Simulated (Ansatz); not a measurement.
# Li27Br26: the cost of one run

Computed with Ansatz 0.2.0 (DFT, PBE, plane-wave PAW, default files, scalar-relativistic, unless a step's input says otherwise).

**1. Starting point**

The structure is cubic, space group Fm-3m (No. 225). The conventional cell has a = 16.336 Å, b = 16.336 Å, c = 16.336 Å, α = 90.00°, β = 90.00°, γ = 90.00°. Around Li (site symmetry 3m) lie 6 Br at 2.72 Å. Li (site symmetry 4mm) has 5 Br at 2.72 Å as nearest neighbours. Around Li (site symmetry mm2) lie 6 Br at 2.72 Å. Around Li (site symmetry m-3m) lie 6 Br at 2.72 Å. Br (site symmetry mm2) has 6 Li at 2.72 Å as nearest neighbours. Around Br (site symmetry 3m) lie 6 Li at 2.72 Å. Br (site symmetry 4mm) has 6 Li at 2.72 Å as nearest neighbours.

Structure file:

```
Li Br
1.0
     0.00000    8.16807    8.16807
     8.16807    0.00000    8.16807
     8.16807    8.16807    0.00000
Li Br
27 26
Direct
  0.00000 0.00000 0.00000
  0.00000 0.00000 0.33333
  0.00000 0.00000 0.66667
  0.00000 0.33333 0.00000
  0.00000 0.33333 0.33333
  0.00000 0.33333 0.66667
  0.00000 0.66667 0.00000
  0.00000 0.66667 0.33333
  0.00000 0.66667 0.66667
  0.33333 0.00000 0.00000
  0.33333 0.00000 0.33333
  0.33333 0.00000 0.66667
  0.33333 0.33333 0.00000
  0.33333 0.33333 0.33333
  0.33333 0.33333 0.66667
  0.33333 0.66667 0.00000
  0.33333 0.66667 0.33333
  0.33333 0.66667 0.66667
  0.66667 0.00000 0.00000
  0.66667 0.00000 0.33333
  0.66667 0.00000 0.66667
  0.66667 0.33333 0.00000
  0.66667 0.33333 0.33333
  0.66667 0.33333 0.66667
  0.66667 0.66667 0.00000
  0.66667 0.66667 0.33333
  0.66667 0.66667 0.66667
  0.16667 0.16667 0.50000
  0.16667 0.16667 0.83333
  0.16667 0.50000 0.16667
  0.16667 0.50000 0.50000
  0.16667 0.50000 0.83333
  0.16667 0.83333 0.16667
  0.16667 0.83333 0.50000
  0.16667 0.83333 0.83333
  0.50000 0.16667 0.16667
  0.50000 0.16667 0.50000
  0.50000 0.16667 0.83333
  0.50000 0.50000 0.16667
  0.50000 0.50000 0.50000
  0.50000 0.50000 0.83333
  0.50000 0.83333 0.16667
  0.50000 0.83333 0.50000
  0.50000 0.83333 0.83333
  0.83333 0.16667 0.16667
  0.83333 0.16667 0.50000
  0.83333 0.16667 0.83333
  0.83333 0.50000 0.16667
  0.83333 0.50000 0.50000
  0.83333 0.50000 0.83333
  0.83333 0.83333 0.16667
  0.83333 0.83333 0.50000
  0.83333 0.83333 0.83333
```

The vacant site is at (0.167, 0.167, 0.167) in fractional coordinates of the input's cell.

**2. Single point at the given positions**

Contents of input.yaml:

```yaml
crystal:
  lattice:
    - [0.0, 8.1680717394, 8.1680717394]
    - [8.1680717394, 0.0, 8.1680717394]
    - [8.1680717394, 8.1680717394, 0.0]
  atoms:
    - { symbol: Li, position: [0.0, 0.0, 0.0] }
    - { symbol: Li, position: [0.0, 0.0, 0.3333333333], spin: 0.5 }
    - { symbol: Li, position: [0.0, 0.0, 0.6666666667] }
    - { symbol: Li, position: [0.0, 0.3333333333, 0.0], spin: 0.5 }
    - { symbol: Li, position: [0.0, 0.3333333333, 0.3333333333], spin: 0.5 }
    - { symbol: Li, position: [0.0, 0.3333333333, 0.6666666667] }
    - { symbol: Li, position: [0.0, 0.6666666667, 0.0] }
    - { symbol: Li, position: [0.0, 0.6666666667, 0.3333333333] }
    - { symbol: Li, position: [0.0, 0.6666666667, 0.6666666667] }
    - { symbol: Li, position: [0.3333333333, 0.0, 0.0], spin: 0.5 }
    - { symbol: Li, position: [0.3333333333, 0.0, 0.3333333333], spin: 0.5 }
    - { symbol: Li, position: [0.3333333333, 0.0, 0.6666666667] }
    - { symbol: Li, position: [0.3333333333, 0.3333333333, 0.0], spin: 0.5 }
    - { symbol: Li, position: [0.3333333333, 0.3333333333, 0.3333333333] }
    - { symbol: Li, position: [0.3333333333, 0.3333333333, 0.6666666667] }
    - { symbol: Li, position: [0.3333333333, 0.6666666667, 0.0] }
    - { symbol: Li, position: [0.3333333333, 0.6666666667, 0.3333333333] }
    - { symbol: Li, position: [0.3333333333, 0.6666666667, 0.6666666667] }
    - { symbol: Li, position: [0.6666666667, 0.0, 0.0] }
    - { symbol: Li, position: [0.6666666667, 0.0, 0.3333333333] }
    - { symbol: Li, position: [0.6666666667, 0.0, 0.6666666667] }
    - { symbol: Li, position: [0.6666666667, 0.3333333333, 0.0] }
    - { symbol: Li, position: [0.6666666667, 0.3333333333, 0.3333333333] }
    - { symbol: Li, position: [0.6666666667, 0.3333333333, 0.6666666667] }
    - { symbol: Li, position: [0.6666666667, 0.6666666667, 0.0] }
    - { symbol: Li, position: [0.6666666667, 0.6666666667, 0.3333333333] }
    - { symbol: Li, position: [0.6666666667, 0.6666666667, 0.6666666667] }
    - { symbol: Br, position: [0.1666666667, 0.1666666667, 0.5] }
    - { symbol: Br, position: [0.1666666667, 0.1666666667, 0.8333333333] }
    - { symbol: Br, position: [0.1666666667, 0.5, 0.1666666667] }
    - { symbol: Br, position: [0.1666666667, 0.5, 0.5] }
    - { symbol: Br, position: [0.1666666667, 0.5, 0.8333333333] }
    - { symbol: Br, position: [0.1666666667, 0.8333333333, 0.1666666667] }
    - { symbol: Br, position: [0.1666666667, 0.8333333333, 0.5] }
    - { symbol: Br, position: [0.1666666667, 0.8333333333, 0.8333333333] }
    - { symbol: Br, position: [0.5, 0.1666666667, 0.1666666667] }
    - { symbol: Br, position: [0.5, 0.1666666667, 0.5] }
    - { symbol: Br, position: [0.5, 0.1666666667, 0.8333333333] }
    - { symbol: Br, position: [0.5, 0.5, 0.1666666667] }
    - { symbol: Br, position: [0.5, 0.5, 0.5] }
    - { symbol: Br, position: [0.5, 0.5, 0.8333333333] }
    - { symbol: Br, position: [0.5, 0.8333333333, 0.1666666667] }
    - { symbol: Br, position: [0.5, 0.8333333333, 0.5] }
    - { symbol: Br, position: [0.5, 0.8333333333, 0.8333333333] }
    - { symbol: Br, position: [0.8333333333, 0.1666666667, 0.1666666667] }
    - { symbol: Br, position: [0.8333333333, 0.1666666667, 0.5] }
    - { symbol: Br, position: [0.8333333333, 0.1666666667, 0.8333333333] }
    - { symbol: Br, position: [0.8333333333, 0.5, 0.1666666667] }
    - { symbol: Br, position: [0.8333333333, 0.5, 0.5] }
    - { symbol: Br, position: [0.8333333333, 0.5, 0.8333333333] }
    - { symbol: Br, position: [0.8333333333, 0.8333333333, 0.1666666667] }
    - { symbol: Br, position: [0.8333333333, 0.8333333333, 0.5] }
    - { symbol: Br, position: [0.8333333333, 0.8333333333, 0.8333333333] }
magnetization:
  spin_polarized: true
kpoints:
  mp_grid: { grid: [2, 2, 2] }
scf:
  occupations: { method: fermi_dirac, width: 0.01 }
hamiltonian:
  xc: pbe
  pseudopotentials: { kind: paw }
output:
  forces: true
  stress: true
  populations: true
  efg:
    quadrupole_moments_barn: { Li: -0.0401, Br: 0.2579 }
    contact_densities: true
```

On the command line:

```bash
> ansatz run input.yaml --threads 4 --pin off --max-ram 8192MiB --backend cpu --events-out ev --progress --plain --runs-dir out
```

Q: Estimate wall time and peak memory on 4 threads of Arm Neoverse V2, shared host.

About 55 s, with a peak of 4.1 GiB.
